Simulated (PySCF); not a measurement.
# HgSe (F-43m) in PySCF: density of states with PBEsol

Aim: the density of states of HgSe with PBEsol.

Program: PySCF 2.14.0. These are calculated values, not measurements. Logs are shortened: lines on timing, memory, paths and dates and some standing lists are left out, and cuts for length are marked.

## 1. The structure

The structure is cubic, space group F-43m (No. 216). The conventional cell has a = 6.078 Å, b = 6.078 Å, c = 6.078 Å, α = 90.00°, β = 90.00°, γ = 90.00°. Around Hg (site symmetry -43m) lie 4 Se at 2.63 Å. Around Se (site symmetry -43m) lie 4 Hg at 2.63 Å.

## 2. Density of states, PBEsol

run.py

```python
import json
import numpy as np
from pyscf.pbc import gto, scf, dft, df

cell = gto.Cell()
cell.basis = {'Hg': 'DZVP-MOLOPT-SR-GTH-q12', 'Se': 'DZVP-MOLOPT-SR-GTH-q6'}
cell.pseudo = {'Hg': 'GTH-PBE-q12', 'Se': 'GTH-PBE-q6'}
cell.fromfile('HgSe.xyz')
cell.ke_cutoff = 90  # hartree
cell.exp_to_discard = 0.02
cell.precision = 1e-08
cell.space_group_symmetry = True
cell.symmorphic = False
cell.max_memory = 5880  # MB
cell.verbose = 4
cell.build()

res = {}
kpts = cell.make_kpts([8, 8, 8], space_group_symmetry=True, time_reversal_symmetry=True)
cell.space_group_symmetry = False  # the mesh holds the operations; no search on the supercells of the integral code
mf = dft.KRKS(cell, kpts, xc='pbesol')
mf = mf.multigrid_numint()
mf = mf.smearing(sigma=0.00183747, method='fermi')  # hartree
mf.conv_tol = 1e-07
mf.max_cycle = 60

mf.kernel()
res.update(converged=bool(mf.converged), e_tot=mf.e_tot, nelec=cell.nelectron, nao=cell.nao, mesh=list(map(int, cell.mesh)), a=cell.lattice_vectors().tolist(), coords=cell.atom_coords().tolist(),
           mo_energy=[np.real(x).tolist() for x in mf.mo_energy], mo_occ=[np.real(x).tolist() for x in mf.mo_occ])
res.update(e_free=mf.e_free, e_zero=mf.e_zero)
res.update(kpts=kpts.kpts_scaled_ibz.tolist(), weights=kpts.weights_ibz.tolist())
res['parts'] = {k: float(np.real(v)) for k, v in mf.scf_summary.items() if np.isscalar(v)}
json.dump(res, open('results.json', 'w'))
if not mf.converged:
    raise SystemExit('SCF not converged')

print('levels (eV)')
for i, kp in enumerate(res['kpts'][:40]):
    print('k %7.4f %7.4f %7.4f  ' % tuple(kp), ' '.join('%.3f' % (x * 27.211386) for x in res['mo_energy'][i][:14]))

mf = mf.to_khf()  # unfold to the whole mesh
kpts = mf.kpts
# Mulliken populations
dm, s = np.asarray(mf.make_rdm1()), np.asarray(mf.get_ovlp())
sites = cell.aoslice_by_atom()[:, 2:]
tot = np.einsum('kij,kji->i', dm, s).real / len(kpts)
res['mulliken'] = [cell.atom_charge(i) - tot[a0:a1].sum() for i, (a0, a1) in enumerate(sites)]
print('Mulliken charges', np.round(res['mulliken'], 5))

# density of states, Gaussians of 0.15 eV
e = np.asarray(mf.mo_energy).real.reshape(1, -1) * 27.211386
ef = mf.get_fermi()
ef = np.max(ef) * 27.211386
x = np.arange(-15, 10.01, 0.1) + round(ef, 1)
dos = np.exp(-((x[:, None, None] - e) / 0.15) ** 2 / 2).sum(-1).T / (0.15 * np.sqrt(2 * np.pi) * len(kpts)) * 2
res.update(dos_e=x.tolist(), dos=dos.tolist())
for a, b in zip(x[::5], dos.T[::5]):
    print('%8.2f' % a, ' '.join('%9.4f' % y for y in b))

# density on a uniform mesh
grids = dft.gen_grid.UniformGrids(cell)
grids.mesh = [23, 23, 23]
grids.build()
ni = dft.numint.KNumInt()
rho = [ni.get_rho(cell, x, grids, kpts) for x in [dm]]
np.save('rho.npy', np.reshape(rho, (-1, *grids.mesh)))
res['done'] = True
json.dump(res, open('results.json', 'w'))
```

HgSe.xyz

```xyz
2
Lattice="0.0000000000 3.0390000000 3.0390000000 3.0390000000 0.0000000000 3.0390000000 3.0390000000 3.0390000000 0.0000000000" Properties=species:S:1:pos:R:3 pbc="T T T"
Hg     0.0000000000      0.0000000000      0.0000000000
Se     4.5585000000      4.5585000000      4.5585000000
```

Potentials or basis: DZVP-MOLOPT-SR/GTH-PBE (potentials made for PBE).

The run is started by

```
> OMP_NUM_THREADS=4 python -u run.py > log
```

Standard output:

```text
Discarded 0 diffused primitive functions, 0 contracted functions
time reversal: True
k-points in IBZ                         weights
  0:  0.000000,  0.000000,  0.000000    1/512
  1:  0.500000,  0.500000,  0.000000    3/512
  2:  0.500000,  0.500000,  0.500000    4/512
  3:  0.625000,  0.625000,  0.000000    6/512
  4:  0.625000,  0.625000,  0.625000    8/512
  5:  0.750000,  0.375000,  0.375000    12/512
[... 21 lines left out ...]
 27:  0.875000,  0.875000,  0.750000    12/512
 28:  0.875000,  0.875000,  0.875000    8/512

******** <class 'pyscf.pbc.scf.smearing.SmearingKsymAdaptedKRKS'> ********
method = SmearingKsymAdaptedKRKS
initial guess = minao
damping factor = 0
level_shift factor = 0
DIIS = <class 'pyscf.scf.diis.CDIIS'>
diis_start_cycle = 1
diis_space = 8
diis_damp = 0
SCF conv_tol = 1e-07
SCF conv_tol_grad = None
SCF max_cycles = 60
direct_scf = True
direct_scf_tol = 1e-13

******** PBC SCF flags ********
N kpts (BZ) = 512
N kpts (IBZ) = 29
Exchange divergence treatment (exxdiv) = ewald
    madelung (= occupied orbital energy shift) = 0.04989726317934555
    Total energy shift due to Ewald probe charge = -1/2 * Nelec*madelung = -0.449075368614
DF object = <pyscf.pbc.df.fft.FFTDF object>
XC functionals = pbesol
small_rho_cutoff = 0
Uniform grid, mesh = [37 37 37]
Set gradient conv threshold to 0.000316228
nelec by numeric integration = 18.00000000000004
init E= -50.5464595891641
    sigma = 0.00183747  Optimized mu = 0.261291197098  entropy = 0.0113796831841
nelec by numeric integration = 18.00000000000118
    Total E(T) = -50.4589488468729  Free energy = -50.4589697566994  E0 = -50.4589593017862
cycle= 1 E= -50.4589488468729  delta_E= 0.0875  |g|= 0.915  |ddm|= 13.2
    sigma = 0.00183747  Optimized mu = 0.244012847275  entropy = 0.0114721167251
nelec by numeric integration = 18.000000000004437
    Total E(T) = -50.4551028916018  Free energy = -50.4551239712721  E0 = -50.4551134314369
cycle= 2 E= -50.4551028916018  delta_E= 0.00385  |g|= 1.01  |ddm|= 7.22
    sigma = 0.00183747  Optimized mu = 0.240174173986  entropy = 0.0117263940365
nelec by numeric integration = 18.00000000000242
    Total E(T) = -50.4750813485207  Free energy = -50.4751028954179  E0 = -50.4750921219693
cycle= 3 E= -50.4750813485207  delta_E= -0.02  |g|= 0.123  |ddm|= 3.78
    sigma = 0.00183747  Optimized mu = 0.244980363411  entropy = 0.0115562678103
nelec by numeric integration = 18.000000000002572
    Total E(T) = -50.4754206866163  Free energy = -50.4754419209117  E0 = -50.475431303764
cycle= 4 E= -50.4754206866163  delta_E= -0.000339  |g|= 0.00442  |ddm|= 0.396
    sigma = 0.00183747  Optimized mu = 0.244793173673  entropy = 0.011563290916
nelec by numeric integration = 18.000000000002572
    Total E(T) = -50.4754211672187  Free energy = -50.4754424144189  E0 = -50.4754317908188
cycle= 5 E= -50.4754211672187  delta_E= -4.81e-07  |g|= 0.000136  |ddm|= 0.0168
    sigma = 0.00183747  Optimized mu = 0.244789593832  entropy = 0.0115632338648
nelec by numeric integration = 18.000000000002565
    Total E(T) = -50.4754211676643  Free energy = -50.4754424147596  E0 = -50.4754317912119
cycle= 6 E= -50.4754211676643  delta_E= -4.46e-10  |g|= 1.01e-05  |ddm|= 0.000368
    sigma = 0.00183747  Optimized mu = 0.244789047259  entropy = 0.0115632565414
nelec by numeric integration = 18.000000000002572
    Total E(T) = -50.4754211676219  Free energy = -50.4754424147589  E0 = -50.4754317911904
Extra cycle  E= -50.4754211676219  delta_E= 4.24e-11  |g|= 1.23e-05  |ddm|= 5.09e-05
converged SCF energy = -50.4754211676219
levels (eV)
k  0.0000  0.0000  0.0000   -6.911 -0.572 -0.572 -0.572 0.212 0.212 5.614 6.609 6.609 6.609 12.055 12.055 12.055 17.790
k  0.5000  0.5000  0.0000   -6.267 -0.435 -0.044 -0.044 0.339 0.577 1.436 4.211 4.211 9.414 9.416 15.170 16.736 16.736
k  0.5000  0.5000  0.5000   -6.428 -0.395 -0.395 0.265 0.265 0.538 0.949 5.589 5.589 7.773 12.811 12.811 13.619 17.628
k  0.6250  0.6250  0.0000   -6.370 -0.467 -0.142 -0.142 0.275 0.320 2.157 4.517 4.517 9.455 9.530 14.635 15.642 15.642
k  0.6250  0.6250  0.6250   -6.507 -0.414 -0.414 -0.033 0.245 0.245 1.902 5.725 5.725 7.778 12.818 12.818 13.092 17.593
k  0.7500  0.3750  0.3750   -6.283 -0.345 -0.140 0.039 0.274 0.742 1.253 3.598 4.647 9.567 11.106 14.732 15.013 15.111
[... 21 lines left out ...]
k  0.8750  0.8750  0.7500   -6.749 -0.509 -0.505 -0.464 0.188 0.232 3.932 5.702 6.357 7.947 11.578 12.452 12.788 16.305
k  0.8750  0.8750  0.8750   -6.846 -0.547 -0.541 -0.541 0.210 0.210 4.689 6.440 6.440 7.255 11.826 12.286 12.286 17.232
Mulliken charges [ 0.0424 -0.0424]

WARN: Occupied band above Fermi level:
k=0, mo_e=[-0.253965 -0.021039 -0.021039 -0.021039  0.007787  0.007787  0.206313
  0.242869  0.24287   0.24287   0.443017  0.443017  0.443017  0.653758
  0.666004  0.666004  0.706706  0.706706  0.706706  1.153612  1.153612
  1.153612  1.266724  1.266724  1.266724  1.340348  1.340348  1.354939
  1.354939  1.354939  1.675975  1.700234  1.700234  1.700234  3.166573
  3.166573  3.166575  3.889141], mo_occ=[2.       2.       2.       2.       2.       2.       2.       1.479511
 1.4795   1.4795   0.       0.       0.       0.       0.       0.
 0.       0.       0.       0.       0.       0.       0.       0.
 0.       0.       0.       0.       0.       0.       0.       0.
 0.       0.       0.       0.       0.       0.      ]

   -8.40    0.0000
   -7.90    0.0000
   -7.40    0.0002
   -6.90    0.4237
   -6.40    4.0132
   -5.90    0.0594
[... 43 lines left out ...]
   16.10    1.3717
   16.60    0.6090
```

It took 4 min on 4 threads of Arm Neoverse V2, shared host; peak memory 5.5 GiB.

What came out:

```
Free energy            : -1373.5068 eV
Band gap on the k mesh : none (metal or under the smearing width)
Mulliken charges       : Hg +0.04; Se -0.04 e
```

States per cell in windows of 1 eV (zero at the Fermi level; states under -8 eV left out):
```csv
from (eV),total
-8.0,2.27
-7.0,7.40
-6.0,1.21
-5.0,0.68
-4.0,0.43
-3.0,1.61
-2.0,1.75
-1.0,0.63
0.0,0.07
1.0,0.51
2.0,0.99
3.0,0.83
4.0,0.77
5.0,1.21
6.0,1.95
7.0,0.97
```

Caveat: Mulliken charges move with the basis; the basis of atomic orbitals isn't converged, which shifts pressures, moduli and gaps. Spin-orbit coupling is left out, which matters for the levels of Hg.
